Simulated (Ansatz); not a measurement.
Method: Ansatz 0.2.0, DFT PBE, scalar-relativistic, plane waves, PAW. Settings: cutoff 420 eV, Γ-centred meshes spaced at most about 0.3 Å⁻¹, and about 0.25 Å⁻¹ or finer for metals (2π included), Gaussian smearing. Spin is collinear in cells that carry moments; the others ran without spin or lost their moments.

Each guess is relaxed in cell and atoms at zero pressure, on a coarse mesh first where it starts far from rest and then on a converged one. The steps can't lower the symmetry of the start, but it can rise. Energies are static (0 K, no zero-point motion).

Two unrelaxed guesses for Te5Mo:

A.

Space group P-62m (No. 189). a = 6.225 Å, b = 6.225 Å, c = 5.693 Å, α = 90.00°, β = 90.00°, γ = 120.00°
| atom | site | symmetry | x | y | z |
| --- | --- | --- | --- | --- | --- |
| Te | 3g | m2m | 0.0000 | 0.3634 | 0.5000 |
| Te | 2c | -6.. | 0.6667 | 0.3333 | 0.0000 |
| Mo | 1a | -62m | 0.0000 | 0.0000 | 0.0000 |

B.

Space group F-43m (No. 216). a = 8.956 Å, b = 8.956 Å, c = 8.956 Å, α = 90.00°, β = 90.00°, γ = 90.00°
```
atom  site  symmetry       x       y       z
  Te    4d      -43m  0.2500  0.2500  0.7500
  Te   16e       .3m  0.6241  0.1241  0.8759
  Mo    4a      -43m  0.0000  0.0000  0.0000
```

Task: Where do they end, and which end is lower?

Result: A ends lower, by 0.80 eV/atom. A: P-62m at 31.8 Å³/atom → P-62m at 32.7 Å³/atom; B: F-43m at 29.9 Å³/atom → F-43m at 29.6 Å³/atom. Counting Te atoms around Mo (those within 1.25 times the shortest such distance or 1.15 times the sum of covalent radii, 1.27 where that leaves under three; the shortest distance is added where it exceeds 1.18 times the sum of covalent radii), the end of A has Mo 6 and the end of B has Mo 16 from 3.7 Å. End of A. Conventional cell: a = 8.343 Å, c = 3.259 Å. Around Te on a site of symmetry m2m lie 2 Mo at 2.71 Å, 2 Te at 3.26 Å, 4 Te at 3.54 Å and 2 Te at 3.74 Å; around Te on a site of symmetry -6 lie 2 Te at 3.26 Å and 6 Te at 3.54 Å; Mo is surrounded by 6 Te at 2.71 Å and 2 Mo at 3.26 Å. End of B. Conventional cell: a = 8.923 Å. Around Te on a site of symmetry 3m lie 6 Te at 3.14–3.17 Å, 3 Mo at 3.70 Å and 3 Te at 3.70 Å; around Mo lie 16 Te at 3.70–3.86 Å; around Te on a site of symmetry -43m lie 12 Te at 3.70 Å and 4 Mo at 3.86 Å.

Ends held by symmetry can be saddle points. Neither end is the lowest form computed: that has space group P-6m2 (No. 187) and lies 180 meV/atom below the better end. Even the lowest of the cells shown lies +0.22 eV/atom against the elements. Weakly bound directions are ill-defined at this level, which has no dispersion term (P-62m), and this can change margins and order among such cells. Spin–orbit coupling, which can matter for Te, is left out. The magnetic state reached may not be the lowest. Some structure types and database cells were kept out of the candidates from the start, so a known form may be missing.
